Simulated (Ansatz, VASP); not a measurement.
# One calculation of Sr, two programs

The input INCAR:

```
SYSTEM = Sr
  PREC = Accurate
  ENCUT = 520
  EDIFF = 1E-6
  ISMEAR = -1
  SIGMA = 0.01
  LREAL = .FALSE.
  LASPH = .TRUE.
  NELM = 60
  ALGO = Normal
  ISIF = 2
  LWAVE = .FALSE.
  LCHARG = .FALSE.
  GGA = PE
  NBANDS = 11
```

File KPOINTS:

```
Automatic mesh
0
G
  9 9 9
  0 0 0
```

Contents of POSCAR:

```
Sr
1.0
    0.0000000000      3.0191365063      3.0191365063
    3.0191365063      0.0000000000      3.0191365063
    3.0191365063      3.0191365063      0.0000000000
Sr
1
Direct
    0.0000000000      0.0000000000      0.0000000000
```

Input for Ansatz:

```yaml
crystal:
  lattice:
    - [0.0, 3.0191365063, 3.0191365063]
    - [3.0191365063, 0.0, 3.0191365063]
    - [3.0191365063, 3.0191365063, 0.0]
  atoms:
    - { symbol: Sr, position: [0.0, 0.0, 0.0] }
hamiltonian:
  xc: pbe
  pseudopotentials:
    kind: paw
    azcp:
      Sr: "pseudopotentials/Sr.paw.azcp"
basis:
  ecutwfc: 420
  fft_grid_basis: typed
kpoints:
  mp_grid: { grid: [9, 9, 9], shift: [0, 0, 0] }
magnetization:
  spin_polarized: false
scf:
  occupations: { method: fermi_dirac, width: 0.01 }
  lower_state_search: "off"
output:
  stress: true
```

Alike in both runs: task single point; functional PBE; k mesh 9 × 9 × 9; occupations fermi-dirac, width 0.01 eV; no spin polarisation.

```csv
,VASP,Ansatz
version,VASP 6.6.1,Ansatz 0.2.0
potentials or method,"VASP PAW PBE potentials, release 64 (Sr_sv)","plane waves (420 eV) with PAW, scalar-relativistic"
plane-wave cutoff (eV),520,420
valence electrons in the cell,10,10
```

```tsv
	VASP	Ansatz	Ansatz less VASP
pressure (GPa)	-0.1	-0.1	-0.01
```
